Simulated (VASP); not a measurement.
# In2O3 (Ia-3) in VASP: notebook, part 2 of 3

VASP 6.6.1. The steps go on from the part before.

**3. Relaxation of cell and atoms, PBE+D3(BJ)**

This run uses another cell than the first one, of 13.41 Å³/atom, 1.029 times its volume.

INCAR

```
PREC = Accurate ; ENCUT = 600
EDIFF = 1E-7 ; ISMEAR = 0
SIGMA = 0.03 ; LREAL = Auto
LASPH = True ; NELM = 80
ALGO = Normal ; ISIF = 3
LWAVE = False ; LCHARG = False
GGA = PE ; IVDW = 12
IBRION = 2 ; NSW = 90
EDIFFG = -0.005 ; KPAR = 8
```

KPOINTS

```
regular mesh
0
Gamma
  4 4 4
```

POSCAR

```
In2O3                                   
1.0
   -5.1185768892      5.1185768892      5.1185768892
    5.1185768892     -5.1185768892      5.1185768892
    5.1185768892      5.1185768892     -5.1185768892
  In              O             
    16    24
Direct
     0.2500000000000000    0.2161140433311224    0.9661140433311223
     0.7500000000000000    0.2838859566688777    0.5338859566688777
     0.9661140433311223    0.2500000000000000    0.2161140433311224
     0.5338859566688777    0.7500000000000000    0.2838859566688776
     0.2161140433311224    0.9661140433311223    0.2500000000000000
     0.2838859566688777    0.5338859566688777    0.7500000000000000
     0.7500000000000000    0.7838859566688777    0.0338859566688776
     0.2500000000000000    0.7161140433311223    0.4661140433311223
     0.0338859566688776    0.7500000000000000    0.7838859566688777
     0.4661140433311223    0.2500000000000000    0.7161140433311223
     0.7838859566688777    0.0338859566688776    0.7500000000000000
     0.7161140433311223    0.4661140433311223    0.2500000000000000
     0.5000000000000000    0.5000000000000000    0.5000000000000000
     0.5000000000000000    0.0000000000000000    0.0000000000000000
     0.0000000000000000    0.5000000000000000    0.0000000000000000
     0.0000000000000000    0.0000000000000000    0.5000000000000000
     0.5367060448284140    0.7723356597685095    0.5449477948402975
     0.7273878649282116    0.9917582499881163    0.9550522051597025
     0.9632939551715860    0.5082417500118837    0.2356296149400953
     0.7726121350717884    0.7276643402314905    0.2643703850599046
     0.5449477948402975    0.5367060448284140    0.7723356597685095
     0.9550522051597025    0.7273878649282116    0.9917582499881163
     0.2356296149400953    0.9632939551715860    0.5082417500118837
     0.2643703850599046    0.7726121350717884    0.7276643402314905
     0.7723356597685095    0.5449477948402975    0.5367060448284140
     0.9917582499881163    0.9550522051597025    0.7273878649282116
     0.5082417500118837    0.2356296149400953    0.9632939551715860
     0.7276643402314905    0.2643703850599046    0.7726121350717884
     0.4632939551715861    0.2276643402314907    0.4550522051597024
     0.2726121350717883    0.0082417500118836    0.0449477948402976
     0.0367060448284139    0.4917582499881164    0.7643703850599044
     0.2273878649282118    0.2723356597685093    0.7356296149400956
     0.4550522051597024    0.4632939551715861    0.2276643402314907
     0.0449477948402976    0.2726121350717883    0.0082417500118836
     0.7643703850599044    0.0367060448284139    0.4917582499881164
     0.7356296149400956    0.2273878649282118    0.2723356597685093
     0.2276643402314907    0.4550522051597024    0.4632939551715861
     0.0082417500118836    0.0449477948402976    0.2726121350717883
     0.4917582499881164    0.7643703850599044    0.0367060448284139
     0.2723356597685093    0.7356296149400956    0.2273878649282118
```

Potentials or basis: VASP PAW PBE potentials, release 64 (In_d, O).

Started as:

```sh
cat potpaw_PBE.64/In_d/POTCAR potpaw_PBE.64/O/POTCAR > POTCAR
mpirun -np 8 vasp_std > vasp.out
```

It took 10 min on 8 MPI ranks of Intel Xeon 6975P-C (Granite Rapids), shared host; peak memory 1.3 GiB.

Results (log left out):

- Free energy: -231.5656 eV
- Relaxed volume: 13.40 Å³/atom
- Relaxed cell: a = 8.864 Å, b = 8.864 Å, c = 8.864 Å, α = 109.47°, β = 109.47°, γ = 109.47°
- Space group after relaxing (to 0.05 Å): Ia-3 (No. 206)
- Energy gained by relaxing: 0.0 meV/atom
- Ionic steps: 3
- Pressure after relaxing: 0.0 GPa
- Largest force after relaxing: 0.005 eV/Å
- Band gap on the k mesh: 1.02 eV, direct
- Dispersion energy per atom: -0.212 eV

Forces on the atoms (eV/Å):
```
In   0.004  0.000  0.000
In  -0.004  0.000  0.000
In   0.000  0.004  0.000
In   0.000 -0.004  0.000
In   0.000  0.000  0.004
In   0.000  0.000 -0.004
In  -0.004  0.000  0.000
In   0.004  0.000  0.000
In   0.000 -0.004  0.000
In   0.000  0.004  0.000
In   0.000  0.000 -0.004
In   0.000  0.000  0.004
In   0.000  0.000  0.000
In   0.000  0.000  0.000
In   0.000  0.000  0.000
In   0.000  0.000  0.000
O   -0.003 -0.003 -0.001
O    0.003  0.003 -0.001
O   -0.003  0.003  0.001
O    0.003 -0.003  0.001
O   -0.001 -0.003 -0.003
O   -0.001  0.003  0.003
O    0.001 -0.003  0.003
O    0.001  0.003 -0.003
O   -0.003 -0.001 -0.003
O    0.003 -0.001  0.003
O    0.003  0.001 -0.003
O   -0.003  0.001  0.003
O    0.003  0.003  0.001
O   -0.003 -0.003  0.001
O    0.003 -0.003 -0.001
O   -0.003  0.003 -0.001
O    0.001  0.003  0.003
O    0.001 -0.003 -0.003
O   -0.001  0.003 -0.003
O   -0.001 -0.003  0.003
O    0.003  0.001  0.003
O   -0.003  0.001 -0.003
O   -0.003 -0.001  0.003
O    0.003 -0.001 -0.003
```

Step by step:
| step | energy change (eV) | largest force (eV/Å) | pressure (GPa) | volume (Å³) |
| --- | --- | --- | --- | --- |
| 1 | 0.0000 | 0.0094 | -0.11 | 536.42 |
| 2 | 0.0000 | 0.0029 | 0.12 | 535.71 |
| 3 | -0.0001 | 0.0046 | 0.01 | 536.06 |

Final structure:
```yaml
crystal:
  lattice:
    - [-5.11744, 5.11744, 5.11744]
    - [5.11744, -5.11744, 5.11744]
    - [5.11744, 5.11744, -5.11744]
  atoms:
    - { symbol: In, position: [0.25000, 0.21612, 0.96612] }
    - { symbol: In, position: [0.75000, 0.28388, 0.53388] }
    - { symbol: In, position: [0.96612, 0.25000, 0.21612] }
    - { symbol: In, position: [0.53388, 0.75000, 0.28388] }
    - { symbol: In, position: [0.21612, 0.96612, 0.25000] }
    - { symbol: In, position: [0.28388, 0.53388, 0.75000] }
    - { symbol: In, position: [0.75000, 0.78388, 0.03388] }
    - { symbol: In, position: [0.25000, 0.71612, 0.46612] }
    - { symbol: In, position: [0.03388, 0.75000, 0.78388] }
    - { symbol: In, position: [0.46612, 0.25000, 0.71612] }
    - { symbol: In, position: [0.78388, 0.03388, 0.75000] }
    - { symbol: In, position: [0.71612, 0.46612, 0.25000] }
    - { symbol: In, position: [0.50000, 0.50000, 0.50000] }
    - { symbol: In, position: [0.50000, 0.00000, 0.00000] }
    - { symbol: In, position: [0.00000, 0.50000, 0.00000] }
    - { symbol: In, position: [0.00000, 0.00000, 0.50000] }
    - { symbol: O, position: [0.53669, 0.77232, 0.54492] }
    - { symbol: O, position: [0.72740, 0.99177, 0.95508] }
    - { symbol: O, position: [0.96331, 0.50823, 0.23563] }
    - { symbol: O, position: [0.77260, 0.72768, 0.26437] }
    - { symbol: O, position: [0.54492, 0.53669, 0.77232] }
    - { symbol: O, position: [0.95508, 0.72740, 0.99177] }
    - { symbol: O, position: [0.23563, 0.96331, 0.50823] }
    - { symbol: O, position: [0.26437, 0.77260, 0.72768] }
    - { symbol: O, position: [0.77232, 0.54492, 0.53669] }
    - { symbol: O, position: [0.99177, 0.95508, 0.72740] }
    - { symbol: O, position: [0.50823, 0.23563, 0.96331] }
    - { symbol: O, position: [0.72768, 0.26437, 0.77260] }
    - { symbol: O, position: [0.46331, 0.22768, 0.45508] }
    - { symbol: O, position: [0.27260, 0.00823, 0.04492] }
    - { symbol: O, position: [0.03669, 0.49177, 0.76437] }
    - { symbol: O, position: [0.22740, 0.27232, 0.73563] }
    - { symbol: O, position: [0.45508, 0.46331, 0.22768] }
    - { symbol: O, position: [0.04492, 0.27260, 0.00823] }
    - { symbol: O, position: [0.76437, 0.03669, 0.49177] }
    - { symbol: O, position: [0.73563, 0.22740, 0.27232] }
    - { symbol: O, position: [0.22768, 0.45508, 0.46331] }
    - { symbol: O, position: [0.00823, 0.04492, 0.27260] }
    - { symbol: O, position: [0.49177, 0.76437, 0.03669] }
    - { symbol: O, position: [0.27232, 0.73563, 0.22740] }
```

Levels at points of the mesh, in eV from the valence-band top:
| k point | band 173 | band 174 | band 175 | band 176 | band 177 | band 178 | band 179 | band 180 |
| --- | --- | --- | --- | --- | --- | --- | --- | --- |
| (0.00, 0.00, 0.00) | -0.23 | 0.00 | 0.00 | 0.00 | 1.02 | 5.32 | 5.32 | 5.32 |
| (0.50, 0.00, 0.00) | -0.14 | -0.14 | -0.02 | -0.02 | 3.09 | 3.09 | 4.79 | 4.79 |
| (0.50, 0.50, 0.50) | -0.22 | -0.22 | -0.22 | -0.14 | 3.98 | 3.98 | 3.98 | 4.01 |

Caveat: spin-orbit coupling is left out, which moves the levels of the heavy elements. A hybrid or GW would open this gap; PBE tends to underestimate it.

**4. Relaxation of cell and atoms, LDA**

INCAR

```
SYSTEM = In2O3
PREC = Accurate
ENCUT = 600
EDIFF = 1E-6
ISMEAR = 0
SIGMA = 0.03
LREAL = Auto
LASPH = .TRUE.
NELM = 80
ALGO = Normal
ISIF = 3
LWAVE = .FALSE.
LCHARG = .FALSE.
GGA = CA
IBRION = 2
NSW = 90
EDIFFG = -0.01
KPAR = 8
```

KPOINTS

```
regular mesh
0
G
  4 4 4
  0 0 0
```

POSCAR

```
In2O3
1.0
   -5.0700000000      5.0700000000      5.0700000000
    5.0700000000     -5.0700000000      5.0700000000
    5.0700000000      5.0700000000     -5.0700000000
In O
16 24
Direct
    0.2500000000      0.2200000000      0.9700000000
    0.7500000000      0.2800000000      0.5300000000
    0.9700000000      0.2500000000      0.2200000000
    0.5300000000      0.7500000000      0.2800000000
    0.2200000000      0.9700000000      0.2500000000
    0.2800000000      0.5300000000      0.7500000000
    0.7500000000      0.7800000000      0.0300000000
    0.2500000000      0.7200000000      0.4700000000
    0.0300000000      0.7500000000      0.7800000000
    0.4700000000      0.2500000000      0.7200000000
    0.7800000000      0.0300000000      0.7500000000
    0.7200000000      0.4700000000      0.2500000000
    0.5000000000      0.5000000000      0.5000000000
    0.5000000000      0.0000000000      0.0000000000
    0.0000000000      0.5000000000      0.0000000000
    0.0000000000      0.0000000000      0.5000000000
    0.5250000000      0.7650000000      0.5300000000
    0.7350000000      0.9950000000      0.9700000000
    0.9750000000      0.5050000000      0.2400000000
    0.7650000000      0.7350000000      0.2600000000
    0.5300000000      0.5250000000      0.7650000000
    0.9700000000      0.7350000000      0.9950000000
    0.2400000000      0.9750000000      0.5050000000
    0.2600000000      0.7650000000      0.7350000000
    0.7650000000      0.5300000000      0.5250000000
    0.9950000000      0.9700000000      0.7350000000
    0.5050000000      0.2400000000      0.9750000000
    0.7350000000      0.2600000000      0.7650000000
    0.4750000000      0.2350000000      0.4700000000
    0.2650000000      0.0050000000      0.0300000000
    0.0250000000      0.4950000000      0.7600000000
    0.2350000000      0.2650000000      0.7400000000
    0.4700000000      0.4750000000      0.2350000000
    0.0300000000      0.2650000000      0.0050000000
    0.7600000000      0.0250000000      0.4950000000
    0.7400000000      0.2350000000      0.2650000000
    0.2350000000      0.4700000000      0.4750000000
    0.0050000000      0.0300000000      0.2650000000
    0.4950000000      0.7600000000      0.0250000000
    0.2650000000      0.7400000000      0.2350000000
```

Potentials or basis: VASP PAW LDA potentials, release 64 (In_d, O).

Started as:

```sh
cat potpaw_LDA.64/In_d/POTCAR potpaw_LDA.64/O/POTCAR > POTCAR
mpirun -np 8 vasp_std > vasp.out
```

OUTCAR:

```text
SYSTEM = In2O3
   PREC = Accurate
   ENCUT = 600
   EDIFF = 1E-6
   ISMEAR = 0
   LREAL = Auto
   LASPH = .TRUE.
   NELM = 80
   ISIF = 3
   GGA = CA
   IBRION = 2
   NSW = 90
   EDIFFG = -0.01

 ion  position               nearest neighbor table
   1  0.250  0.220  0.970-  30 2.15  32 2.15  26 2.17  27 2.17  33 2.19  34 2.19  14 3.38  16 3.38
                             9 3.39  10 3.39  11 3.39  12 3.39  15 3.81  13 3.81   3 3.82   5 3.82
   2  0.750  0.280  0.530-  29 2.15  31 2.15  25 2.17  28 2.17  35 2.19  36 2.19  13 3.38  15 3.38
                             9 3.39  10 3.39  11 3.39  12 3.39  16 3.81  14 3.81   6 3.82   3 3.82
   3  0.970  0.250  0.220-  34 2.15  36 2.15  18 2.17  19 2.17  37 2.19  38 2.19  14 3.38  15 3.38
                             7 3.39   8 3.39  11 3.39  12 3.39  13 3.81  16 3.81   1 3.82   2 3.82
   4  0.530  0.750  0.280-  33 2.15  35 2.15  17 2.17  20 2.17  39 2.19  40 2.19  13 3.38  16 3.38
                            12 3.39   7 3.39   8 3.39  11 3.39  14 3.81  15 3.81   6 3.82   1 3.82
[... 680 lines left out ...]
 val. band max:        5.3788018315   @ k =   0.0000   0.0000   0.0000
 cond. band min:       6.5505691351   @ k =   0.0000   0.0000   0.0000
 fundamental gap:      1.1717673037
 Fermi energy:         5.5918693807

 k-point     1 :       0.0000    0.0000    0.0000
  band No.  band energies     occupation
      1     -12.3228      2.00000
      2     -11.6503      2.00000
      3     -11.6503      2.00000
      4     -11.5737      2.00000
      5     -11.5737      2.00000
      6     -11.5737      2.00000
[... 1517 lines left out ...]
    187      11.7951      0.00000
    188      11.9905      0.00000
 [bands above 188 left out]

------------------------ aborting loop because EDIFF is reached ----------------------------------------

  FORCE on cell =-STRESS in cart. coord.  units (eV):
  Direction    XX          YY          ZZ          XY          YZ          ZX
  --------------------------------------------------------------------------------------
  -------------------------------------------------------------------------------------
  Total       -0.0475941     -0.0475941     -0.0475941     -0.0000000      0.0000000     -0.0000000
  in kB       -0.1492644     -0.1492644     -0.1492644     -0.0000000      0.0000000     -0.0000000
  external PRESSURE =      -0.1492644 kB  Pullay stress =       0.0000000 kB
[... 55 lines left out ...]
  FREE ENERGIE OF THE ION-ELECTRON SYSTEM (eV)
  ---------------------------------------------------
  free  energy   TOTEN  =      -255.7198079922 eV

  energy  without entropy=     -255.7198079922  energy(sigma->0) =     -255.71980799

 reached required accuracy - stopping structural energy minimisation
```

It took 56 min on 8 MPI ranks of Intel Xeon 6975P-C (Granite Rapids), shared host; peak memory 1.1 GiB.

What came out:

```yaml
Free_energy: -255.7198 eV
Relaxed_volume: 12.77 Å³/atom
Relaxed_cell: a = 8.723 Å, b = 8.723 Å, c = 8.723 Å, α = 109.47°, β = 109.47°, γ = 109.47°
Space_group_after_relaxing_to_0.05_Å: Ia-3 (No. 206)
Energy_gained_by_relaxing: 40.1 meV/atom
Ionic_steps: 17
Pressure_after_relaxing: 0.0 GPa
Largest_force_after_relaxing: 0.008 eV/Å
Band_gap_on_the_k_mesh: 1.17 eV, direct
```

Forces in eV/Å, atoms in the order of the input:
```
In  -0.008  0.000  0.000
In   0.008  0.000  0.000
In   0.000 -0.008  0.000
In   0.000  0.008  0.000
In   0.000  0.000 -0.008
In   0.000  0.000  0.008
In   0.008  0.000  0.000
In  -0.008  0.000  0.000
In   0.000  0.008  0.000
In   0.000 -0.008  0.000
In   0.000  0.000  0.008
In   0.000  0.000 -0.008
In   0.000  0.000  0.000
In   0.000  0.000  0.000
In   0.000  0.000  0.000
In   0.000  0.000  0.000
O    0.001  0.002 -0.001
O   -0.001 -0.002 -0.001
O    0.001 -0.002  0.001
O   -0.001  0.002  0.001
O   -0.001  0.001  0.002
O   -0.001 -0.001 -0.002
O    0.001  0.001 -0.002
O    0.001 -0.001  0.002
O    0.002 -0.001  0.001
O   -0.002 -0.001 -0.001
O   -0.002  0.001  0.001
O    0.002  0.001 -0.001
O   -0.001 -0.002  0.001
O    0.001  0.002  0.001
O   -0.001  0.002 -0.001
O    0.001 -0.002 -0.001
O    0.001 -0.001 -0.002
O    0.001  0.001  0.002
O   -0.001 -0.001  0.002
O   -0.001  0.001 -0.002
O   -0.002  0.001 -0.001
O    0.002  0.001  0.001
O    0.002 -0.001 -0.001
O   -0.002 -0.001  0.001
```

Step by step:
```
step  energy change (eV)  largest force (eV/Å)  pressure (GPa)  volume (Å³)
   1              0.0000                1.2562           -1.09       521.30
   2             -1.2700                0.3724           -0.77       514.66
   3             -1.3210                0.5529           -0.40       513.07
   4             -1.5020                0.3143            0.51       509.75
   5             -1.5468                0.1524            1.33       506.83
   6             -1.5574                0.1308           -1.58       514.64
   7             -1.5784                0.1222           -0.28       511.17
   8             -1.5922                0.0661            0.09       510.39
   9             -1.5929                0.0722            0.11       510.19
  10             -1.5995                0.0459           -0.01       510.71
  11             -1.6019                0.0319           -0.11       511.08
  12             -1.6010                0.0442           -0.28       511.82
  13             -1.6024                0.0302           -0.17       511.35
  14             -1.6028                0.0140            0.29       510.10
  15             -1.6033                0.0182            0.09       510.64
  16             -1.6035                0.0206           -0.07       511.02
  17             -1.6036                0.0076           -0.01       510.87
```

Final structure:
```yaml
crystal:
  lattice:
    - [-5.03596, 5.03596, 5.03596]
    - [5.03596, -5.03596, 5.03596]
    - [5.03596, 5.03596, -5.03596]
  atoms:
    - { symbol: In, position: [0.25000, 0.21666, 0.96666] }
    - { symbol: In, position: [0.75000, 0.28334, 0.53334] }
    - { symbol: In, position: [0.96666, 0.25000, 0.21666] }
    - { symbol: In, position: [0.53334, 0.75000, 0.28334] }
    - { symbol: In, position: [0.21666, 0.96666, 0.25000] }
    - { symbol: In, position: [0.28334, 0.53334, 0.75000] }
    - { symbol: In, position: [0.75000, 0.78334, 0.03334] }
    - { symbol: In, position: [0.25000, 0.71666, 0.46666] }
    - { symbol: In, position: [0.03334, 0.75000, 0.78334] }
    - { symbol: In, position: [0.46666, 0.25000, 0.71666] }
    - { symbol: In, position: [0.78334, 0.03334, 0.75000] }
    - { symbol: In, position: [0.71666, 0.46666, 0.25000] }
    - { symbol: In, position: [0.50000, 0.50000, 0.50000] }
    - { symbol: In, position: [0.50000, 0.00000, 0.00000] }
    - { symbol: In, position: [0.00000, 0.50000, 0.00000] }
    - { symbol: In, position: [0.00000, 0.00000, 0.50000] }
    - { symbol: O, position: [0.53597, 0.77197, 0.54443] }
    - { symbol: O, position: [0.72754, 0.99154, 0.95557] }
    - { symbol: O, position: [0.96403, 0.50846, 0.23600] }
    - { symbol: O, position: [0.77246, 0.72803, 0.26400] }
    - { symbol: O, position: [0.54443, 0.53597, 0.77197] }
    - { symbol: O, position: [0.95557, 0.72754, 0.99154] }
    - { symbol: O, position: [0.23600, 0.96403, 0.50846] }
    - { symbol: O, position: [0.26400, 0.77246, 0.72803] }
    - { symbol: O, position: [0.77197, 0.54443, 0.53597] }
    - { symbol: O, position: [0.99154, 0.95557, 0.72754] }
    - { symbol: O, position: [0.50846, 0.23600, 0.96403] }
    - { symbol: O, position: [0.72803, 0.26400, 0.77246] }
    - { symbol: O, position: [0.46403, 0.22803, 0.45558] }
    - { symbol: O, position: [0.27246, 0.00846, 0.04442] }
    - { symbol: O, position: [0.03597, 0.49154, 0.76400] }
    - { symbol: O, position: [0.22754, 0.27197, 0.73600] }
    - { symbol: O, position: [0.45558, 0.46403, 0.22803] }
    - { symbol: O, position: [0.04442, 0.27246, 0.00846] }
    - { symbol: O, position: [0.76400, 0.03597, 0.49154] }
    - { symbol: O, position: [0.73600, 0.22754, 0.27197] }
    - { symbol: O, position: [0.22803, 0.45558, 0.46403] }
    - { symbol: O, position: [0.00846, 0.04442, 0.27246] }
    - { symbol: O, position: [0.49154, 0.76400, 0.03597] }
    - { symbol: O, position: [0.27197, 0.73600, 0.22754] }
```

Caveat: spin-orbit coupling is left out, which moves the levels of the heavy elements. Expect the measured gap to be larger: semilocal functionals such as LDA lack the derivative discontinuity.

(Part 2 of 3 ends here.)
